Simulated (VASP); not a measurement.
# ZrC (Fm-3m) in VASP: a series of runs

Aim: see how the results for ZrC move with the level of theory and the settings. Levels: PBEsol, r2SCAN. Tasks: single point.

Everything below comes from runs of VASP 6.6.1. Logs are shortened: lines on timing, memory, paths and dates and some standing lists are left out, and cuts for length are marked.

## 1. Starting point

The structure is cubic, space group Fm-3m (No. 225). Conventional cell: a = 4.671 Å, b = 4.671 Å, c = 4.671 Å, α = 90.00°, β = 90.00°, γ = 90.00°. Around Zr (site symmetry m-3m) lie 6 C at 2.34 Å. C (site symmetry m-3m) has 6 Zr at 2.34 Å as nearest neighbours.

## 2. Single point, PBEsol

The input, INCAR:

```
SYSTEM = ZrC
ALGO = Fast
EDIFF = 1E-7
ENCUT = 520
GGA = PS
ISIF = 2
ISMEAR = 0
LASPH = .TRUE.
LCHARG = .TRUE.
LELF = .TRUE.
LREAL = .FALSE.
LVHAR = .TRUE.
LWAVE = .FALSE.
NELM = 80
PREC = Accurate
SIGMA = 0.5
```

The input, KPOINTS:

```
k-points
0
G
  16 16 16
  0 0 0
```

The input, POSCAR:

```
ZrC
1.0
    0.0000000000      2.3355300000      2.3355300000
    2.3355300000      0.0000000000      2.3355300000
    2.3355300000      2.3355300000      0.0000000000
Zr C
1 1
Direct
    0.5000000000      0.5000000000      0.5000000000
    0.0000000000      0.0000000000      0.0000000000
```

Potentials or basis: VASP PAW PBE potentials, release 64 (Zr_sv, C).

On the command line:

```
cat potpaw_PBE.64/Zr_sv/POTCAR potpaw_PBE.64/C/POTCAR > POTCAR
mpirun -np 1 vasp_std > vasp.out
```

OUTCAR:

```text
SYSTEM = ZrC
   EDIFF = 1E-7
   ENCUT = 520
   GGA = PS
   ISIF = 2
   ISMEAR = 0
   LASPH = .TRUE.
   LREAL = .FALSE.
   NELM = 80
   PREC = Accurate

 ion  position               nearest neighbor table
   1  0.500  0.500  0.500-   2 2.34   2 2.34   2 2.34   2 2.34   2 2.34   2 2.34
   2  0.000  0.000  0.000-   1 2.34   1 2.34   1 2.34   1 2.34   1 2.34   1 2.34

  LATTYP: Found a face centered cubic cell.
 ALAT       =     4.6710600000

  Lattice vectors:

 A1 = (   0.0000000000,   2.3355300000,   2.3355300000)
 A2 = (   2.3355300000,   0.0000000000,   2.3355300000)
 A3 = (   2.3355300000,   2.3355300000,   0.0000000000)

Analysis of symmetry for initial positions (statically):
=====================================================================
 Subroutine PRICEL returns:
 Original cell was already a primitive cell.

 Routine SETGRP: Setting up the symmetry group for a
 face centered cubic supercell.

 Subroutine GETGRP returns: Found 48 space group operations
 (whereof 48 operations were pure point group operations)
 out of a pool of 48 trial point group operations.

The static configuration has the point symmetry O_h .

Analysis of symmetry for dynamics (positions and initial velocities):
=====================================================================
 Subroutine PRICEL returns:
 Original cell was already a primitive cell.

 Routine SETGRP: Setting up the symmetry group for a
 face centered cubic supercell.

 Subroutine GETGRP returns: Found 48 space group operations
 (whereof 48 operations were pure point group operations)
 out of a pool of 48 trial point group operations.

The dynamic configuration has the point symmetry O_h .

 Subroutine INISYM returns: Found 48 space group operations
 (whereof 48 operations are pure point group operations),
 and found     1 'primitive' translations

----------------------------------------------------------------------------------------

                                     Primitive cell

  volume of cell :      25.4792

  direct lattice vectors                    reciprocal lattice vectors
     0.000000000  2.335530000  2.335530000    -0.214084169  0.214084169  0.214084169
     2.335530000  0.000000000  2.335530000     0.214084169 -0.214084169  0.214084169
     2.335530000  2.335530000  0.000000000     0.214084169  0.214084169 -0.214084169

  length of vectors
     3.302938201  3.302938201  3.302938201     0.370804658  0.370804658  0.370804658

  position of ions in fractional coordinates (direct lattice)
     0.500000000  0.500000000  0.500000000
     0.000000000  0.000000000  0.000000000

  ion indices of the primitive-cell ions
   primitive index   ion index
                 1           1
                 2           2

----------------------------------------------------------------------------------------

 KPOINTS: k-points

Automatic generation of k-mesh.
 Grid dimensions read from file:
 generate k-points for:   16   16   16

 Generating k-lattice:

  Cartesian coordinates                     Fractional coordinates (reciprocal lattice)
    -0.013380261  0.013380261  0.013380261     0.062500000  0.000000000  0.000000000
     0.013380261 -0.013380261  0.013380261     0.000000000  0.062500000  0.000000000
     0.013380261  0.013380261 -0.013380261     0.000000000  0.000000000  0.062500000

  Length of vectors
     0.023175291  0.023175291  0.023175291

  Shift w.r.t. Gamma in fractional coordinates (k-lattice)
     0.000000000  0.000000000  0.000000000

 Subroutine IBZKPT returns following result:
 ===========================================

 Found    145 irreducible k-points:

 Following reciprocal coordinates:
            Coordinates               Weight
  0.000000  0.000000  0.000000      1.000000
  0.062500  0.000000  0.000000      8.000000
  0.125000  0.000000  0.000000      8.000000
  0.187500  0.000000  0.000000      8.000000
  0.250000  0.000000  0.000000      8.000000
  0.312500  0.000000  0.000000      8.000000
[... 16 lines left out ...]
 -0.125000  0.062500  0.000000     24.000000
 -0.062500  0.062500  0.000000     12.000000
 [... further k-points ...]
   k-points           NKPTS =    145   k-points in BZ     NKDIM =    145   number of bands    NBANDS=     12
   number of dos      NEDOS =    301   number of ions     NIONS =      2
   total plane-waves  NPLWV =  21952
   dimension x,y,z NGX =    28 NGY =   28 NGZ =   28
   dimension x,y,z NGXF=    56 NGYF=   56 NGZF=   56
   ions per type =               1   1
   NGX,Y,Z   is equivalent  to a cutoff of  14.09, 14.09, 14.09 a.u.
   NGXF,Y,Z  is equivalent  to a cutoff of  28.19, 28.19, 28.19 a.u.
 SYSTEM =  ZrC
   PREC   = accura    normal or accurate (medium, high low for compatibility)
   ISTART =      0    job   : 0-new  1-cont  2-samecut
   ICHARG =      2    charge: 1-file 2-atom 10-const
   ISPIN  =      1    spin polarized calculation?
   LNONCOLLINEAR =      F non collinear calculations
   LSORBIT =      F    spin-orbit coupling
   LASPH  =      T    aspherical Exc in radial PAW
   ENCUT  =  520.0 eV  38.22 Ry    6.18 a.u.   6.14  6.14  6.14*2*pi/ulx,y,z
   NELM   =     80;   NELMIN=  2; NELMDL= -5     # of ELM steps
   EDIFF  = 0.1E-06   stopping-criterion for ELM
   LREAL  =      F    real-space projection
   EDIFFG = 0.1E-05   stopping-criterion for IOM
   NSW    =      0    number of steps for IOM
   IBRION =     -1    ionic relax: 0-MD 1-quasi-New 2-CG
   NFREE  =      0    steps in history (QN), initial steepest desc. (CG)
   ISIF   =      2    stress and relaxation
   ISYM   =      2    0-nonsym 1-usesym 2-fastsym
   POTIM  = 0.5000    time-step for ionic-motion
   TEBEG  =    0.0;   TEEND  =   0.0 temperature during run
   PSTRESS=    0.0 pullay stress
   NELECT =      16.0000    total number of electrons
   NUPDOWN=      -1.0000    fix difference up-down
   EMIN   =  10.00;   EMAX   =-10.00  energy-range for DOS
   EFERMI =   0.00;   METHOD = LEGACY
   ISMEAR =     0;   SIGMA  =   0.50  broadening in eV -4-tet -1-fermi 0-gaus
   EFERMI_NEDOS =   21; number of points for ismear=-14 and -15
   IALGO  =     68    algorithm
   IMIX   =      4    mixing-type and parameters
     AMIX     =   0.40;   BMIX     =  1.00
     AMIX_MAG =   1.60;   BMIX_MAG =  1.00
  volume/ion in A,a.u.               =      12.74        85.97
  Fermi-wavevector in a.u.,A,eV,Ry     =   1.401908  2.649221 26.740139  1.965345
  Thomas-Fermi vector in A             =   2.524722
   LORBIT       =      0    0 simple, 1 ext, 2 COOP (PROOUT), +10 PAW based schemes
   GGA     = PS    functional components
   LHFCALC =     F    Hartree Fock is set to
   AEXX    =    0.0000 exact exchange contribution
   IVDW    =     0    specifies the selected vdW correction
   LEPSILON=     F    determine dielectric tensor
   LRPA    =     F    only Hartree local field effects (RPA)
 non-spin polarized calculation
 RMM-DIIS sequential band-by-band and
 Gauss-broadening in eV      SIGMA  =   0.50
  energy-cutoff  :      520.00
  volume of cell :       25.48
 maximum number of plane-waves:       701
 NGX is ok and might be reduce to    28
   NGX = 13   NGY = 13   NGZ = 13

 number of electron      16.0000000 magnetization

 Free energy of the ion-electron system (eV)
  ---------------------------------------------------
  ext. energy  EPLUGINS =         0.00000000
  ---------------------------------------------------
  free energy    TOTEN  =       -20.59305084 eV

  energy without entropy =      -20.55026134  energy(sigma->0) =      -20.57165609

 E-fermi :   9.7108     XC(G=0): -12.3732

 val. band max:        9.6659827154   @ k =   0.3750   0.3125   0.0000
 cond. band min:       9.7303107666   @ k =   0.4375   0.4375   0.0000
 fundamental gap:      0.0643280511
 Fermi energy:         9.7107626539

 k-point     1 :       0.0000    0.0000    0.0000
  band No.  band energies     occupation
      1     -38.1900      2.00000
      2     -15.9183      2.00000
      3     -15.9183      2.00000
      4     -15.9183      2.00000
      5      -1.6394      2.00000
      6      10.6627      0.00709
      7      10.6627      0.00709
      8      10.6627      0.00709
      9      10.7738      0.00264
     10      10.7738      0.00264
     11      10.7738      0.00264
     12      12.5705      0.00000

 k-point     2 :       0.0625    0.0000    0.0000
  band No.  band energies     occupation
      1     -38.1857      2.00000
      2     -15.9567      2.00000
      3     -15.9216      2.00000
      4     -15.9216      2.00000
      5      -1.5462      2.00000
      6       9.8887      0.61477
      7      10.0981      0.27321
      8      10.0981      0.27321
      9      11.0005      0.00026
     10      11.0005      0.00026
     11      11.3465      0.00000
     12      13.0986      0.00000

 k-point     3 :       0.1250    0.0000    0.0000
  band No.  band energies     occupation
      1     -38.1737      2.00000
      2     -16.0648      2.00000
      3     -15.9309      2.00000
      4     -15.9309      2.00000
      5      -1.2764      2.00000
      6       8.9234      1.97406
      7       9.3026      1.75173
      8       9.3026      1.75173
      9      11.2947      0.00001
     10      11.2947      0.00001
     11      11.7820      0.00000
     12      14.1605      0.00000
[... 286 lines left out ...]
 k-point    23 :      -0.1250    0.0625    0.0000
  band No.  band energies     occupation
      1     -38.1648      2.00000
      2     -16.1271      2.00000
      3     -15.9654      2.00000
      4     -15.9255      2.00000
      5      -1.0812      2.00000
      6       8.3969      1.99980
      7       8.7729      1.99201
      8       9.0690      1.93052
      9      11.1824      0.00003
     10      11.8636      0.00000
     11      12.1450      0.00000
     12      13.9856      0.00000

 k-point    24 :      -0.0625    0.0625    0.0000
  band No.  band energies     occupation
      1     -38.1789      2.00000
      2     -16.0097      2.00000
      3     -15.9424      2.00000
      4     -15.9199      2.00000
      5      -1.3957      2.00000
      6       9.3021      1.75221
      7       9.5185      1.41333
      8       9.6481      1.14073
      9      10.9208      0.00062
     10      11.5763      0.00000
     11      11.6623      0.00000
     12      13.2141      0.00000

 [... further k-points ...]
[... 5 lines left out ...]
  --------------------------------------------------------------------------------------
  -------------------------------------------------------------------------------------
  Total        0.0227398      0.0227398      0.0227398     -0.0000000      0.0000000      0.0000000
  in kB        1.4299157      1.4299157      1.4299157     -0.0000000      0.0000000      0.0000000
  external PRESSURE =       1.4299157 kB  Pullay stress =       0.0000000 kB

 VOLUME and BASIS-vectors are now :
 -----------------------------------------------------------------------------
  energy-cutoff  :      520.00
  volume of cell :       25.48
      direct lattice vectors                 reciprocal lattice vectors
     0.000000000  2.335530000  2.335530000    -0.214084169  0.214084169  0.214084169
     2.335530000  0.000000000  2.335530000     0.214084169 -0.214084169  0.214084169
     2.335530000  2.335530000  0.000000000     0.214084169  0.214084169 -0.214084169

 POSITION                                       TOTAL-FORCE (eV/Angst)
 -----------------------------------------------------------------------------------
      2.33553      2.33553      2.33553        -0.000000      0.000000     -0.000000
      0.00000      0.00000      0.00000         0.000000     -0.000000      0.000000
 -----------------------------------------------------------------------------------
    total drift:                                0.000000      0.000000      0.000000

  FREE ENERGIE OF THE ION-ELECTRON SYSTEM (eV)
  ---------------------------------------------------
  free  energy   TOTEN  =       -20.5930508448 eV

  energy  without entropy=      -20.5502613430  energy(sigma->0) =      -20.57165609
```

It took 82 s on 1 thread of Intel Xeon Platinum 8559C (Emerald Rapids), shared host; peak memory 0.19 GiB.

What came out:

```
Free energy            : -20.5931 eV
Pressure               : 0.1 GPa
Band gap on the k mesh : none (metal or under the smearing width)
```

Caveat: the PAW data sets were made with another functional, which shifts forces and pressure a little.

## 3. Single point, PBEsol

INCAR, as its differences from that of step 2:

```diff
@@ -3,3 +3,3 @@
 EDIFF = 1E-7
-ENCUT = 520
+ENCUT = 900
 GGA = PS
@@ -15,2 +15,2 @@
 PREC = Accurate
-SIGMA = 0.5
+SIGMA = 0.1
```

KPOINTS is that of step 2.

POSCAR is that of step 2.

Potentials or basis: VASP PAW PBE potentials, release 64 (Zr_sv, C_h).

On the command line:

```
cat potpaw_PBE.64/Zr_sv/POTCAR potpaw_PBE.64/C_h/POTCAR > POTCAR
mpirun -np 1 vasp_std > vasp.out
```

Wall time 91 s (1 thread of Intel Xeon Platinum 8559C (Emerald Rapids), shared host); peak memory 0.27 GiB.

The run converged. Its results:

```yaml
Free_energy: -20.5782 eV
Pressure: -0.1 GPa
Band_gap_on_the_k_mesh: none (metal or under the smearing width)
```

Levels at points of the mesh, in eV from the Fermi level:
```
           k point  band 4  band 5  band 6  band 7  band 8  band 9  band 10  band 11  band 12
(0.00, 0.00, 0.00)  -25.61  -11.33    0.97    0.97    0.97    1.08     1.08     1.08     2.88
(0.50, 0.00, 0.00)  -25.70   -8.11   -5.39   -2.99   -2.99    4.62     4.62     5.47     6.57
(0.50, 0.50, 0.00)  -25.92  -10.16   -2.02   -1.86    0.11    0.11     4.58     5.83     5.83
```

Caveat: the cutoff is under 1.25 times the usual one of these potentials, so pressure, stress and relaxed cells hold a basis-set (Pulay) error; the PAW data sets were made with another functional, which shifts forces and pressure a little.

## 4. Single point, r2SCAN

The input, INCAR:

```
SYSTEM = ZrC
ALGO = Normal
EDIFF = 1E-7
ENCUT = 520
ISIF = 2
ISMEAR = 0
LASPH = .TRUE.
LCHARG = .TRUE.
LELF = .TRUE.
LMIXTAU = .TRUE.
LREAL = .FALSE.
LVHAR = .TRUE.
LWAVE = .FALSE.
METAGGA = R2SCAN
NELM = 80
PREC = Accurate
SIGMA = 0.1
```

KPOINTS is that of step 3.

POSCAR is that of step 3.

Potentials or basis: VASP PAW PBE potentials, release 64 (Zr_sv, C).

On the command line:

```
cat potpaw_PBE.64/Zr_sv/POTCAR potpaw_PBE.64/C/POTCAR > POTCAR
mpirun -np 1 vasp_std > vasp.out
```

Run time: 3.9 min. Hardware: 1 thread of Intel Xeon Platinum 8559C (Emerald Rapids), shared host; peak memory 0.2 GiB.

Results (log left out):

```
Free energy            : -34.7110 eV
Pressure               : 6.5 GPa
Band gap on the k mesh : none (metal or under the smearing width)
```

Levels at points of the mesh, in eV from the Fermi level:
```csv
k point,band 6,band 7,band 8,band 9,band 10,band 11
"(0.00, 0.00, 0.00)",0.92,0.92,0.92,1.32,1.32,1.32
"(0.50, 0.00, 0.00)",-5.55,-3.18,-3.18,4.91,4.91,5.83
"(0.50, 0.50, 0.00)",-2.18,-1.70,0.02,0.02,4.72,6.12
```

Caveat: the PAW data sets were made with another functional, which shifts forces and pressure a little.

## 5. Overview

```csv
level,potentials or basis,cutoff (eV),smearing,further INCAR settings,gap on the mesh (eV),pressure (GPa)
PBEsol,"VASP PAW PBE potentials, release 64 (Zr_sv, C)",520,gaussian 0.5 eV,ALGO = Fast; EDIFF = 1e-07,none,0.1
PBEsol,"VASP PAW PBE potentials, release 64 (Zr_sv, C_h)",900,gaussian 0.1 eV,ALGO = Fast; EDIFF = 1e-07,none,-0.1
r2SCAN,"VASP PAW PBE potentials, release 64 (Zr_sv, C)",520,gaussian 0.1 eV,ALGO = Normal; EDIFF = 1e-07,none,6.5
```

Alike in all rows: task single point; no spin polarisation; cell as given; k mesh 16 × 16 × 16.

Caveats: the PAW data sets were made with another functional, which shifts forces and pressure a little; the cutoff is under 1.25 times the usual one of these potentials, so pressure, stress and relaxed cells hold a basis-set (Pulay) error (some runs).

Absolute energies hang on the potentials; compare differences alone.
